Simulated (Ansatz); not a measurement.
MgF$_{2}$:
```yaml
crystal:
  lattice:
    - [4.64209, 0.00000, 0.00000]
    - [0.00000, 4.64209, 0.00000]
    - [0.00000, 0.00000, 3.05601]
  atoms:
    - { symbol: Mg, position: [0.50000, 0.50000, 0.50000] }
    - { symbol: Mg, position: [0.00000, 0.00000, 0.00000] }
    - { symbol: F, position: [0.69658, 0.69658, 0.00000] }
    - { symbol: F, position: [0.30342, 0.30342, 0.00000] }
    - { symbol: F, position: [0.80342, 0.19658, 0.50000] }
    - { symbol: F, position: [0.19658, 0.80342, 0.50000] }
```

Relaxed with HSE06. Special points in fractions of this cell's reciprocal vectors: Γ (0.000, 0.000, 0.000); X (0.000, 0.500, 0.000); M (0.500, 0.500, 0.000); Z (0.000, 0.000, 0.500); R (0.000, 0.500, 0.500); A (0.500, 0.500, 0.500).

### Question
List the band energies nearest the valence-band maximum at these points for HSE06 in the plane-wave PAW code Ansatz.

### Answer
In eV from the valence-band maximum; about four levels below and three above (degenerate sets whole), none deeper than 8.9 eV; points with the same levels are listed once.

```
k                    below                    above
-  -----------------------  -----------------------
Γ   -0.68 -0.29 -0.29 0.00         9.39 14.65 14.65
X  -0.94 -0.94 -0.38 -0.38  11.84 11.84 15.92 15.92
M  -0.91 -0.91 -0.80 -0.80  13.63 13.63 13.67 13.67
Z  -1.17 -1.17 -0.88 -0.88  14.27 14.27 17.45 17.45
R  -0.72 -0.72 -0.68 -0.68  15.17 15.17 15.97 15.97
A  -0.64 -0.64 -0.48 -0.48  15.65 15.65 15.82 15.82
```

Space group P4_2/mnm (rutile). The cell was relaxed with HSE06 under the symmetry of its start. The hybrid was solved on a coarse mesh, the path and, where they were found, the r²SCAN edge points; its band edges are the extreme levels among these.

Potentials: the earlier of the program's two PAW sets.
